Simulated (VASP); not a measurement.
A run of VASP 6.6.1 is set up as follows.

File INCAR:

```
SYSTEM = Sr
  PREC = Accurate
  ENCUT = 520
  EDIFF = 1E-7
  ISMEAR = 1
  SIGMA = 0.2
  LREAL = .FALSE.
  LASPH = .TRUE.
  NELM = 100
  ALGO = Normal
  ISIF = 2
  LWAVE = .FALSE.
  LCHARG = .FALSE.
  METAGGA = LAK
  LMIXTAU = .TRUE.
  NBANDS = 17
```

The input KPOINTS:

```
Automatic mesh
0
G
  7 7 4
  0 0 0
```

Contents of POSCAR:

```
Sr
1.0
    4.1918578410      0.0000000000      0.0000000000
   -2.0959289205      3.6302553794      0.0000000000
    0.0000000000      0.0000000000      6.8567512248
Sr
2
Direct
    0.6666666667      0.3333333333      0.7500000000
    0.3333333333      0.6666666667      0.2500000000
```

Potentials or basis: VASP PAW PBE potentials, release 64 (Sr_sv).

The run is started by

```sh
$ cat potpaw_PBE.64/Sr_sv/POTCAR > POTCAR
$ mpirun -np 1 vasp_std > vasp.out
```

(1) Predict the pressure.

(2) What does it give for the band gap on the k mesh?

Results:

(1) 1.6 GPa.

(2) none (metal or under the smearing width).

Caveat: the PAW data sets were made with another functional, which shifts forces and pressure a little.
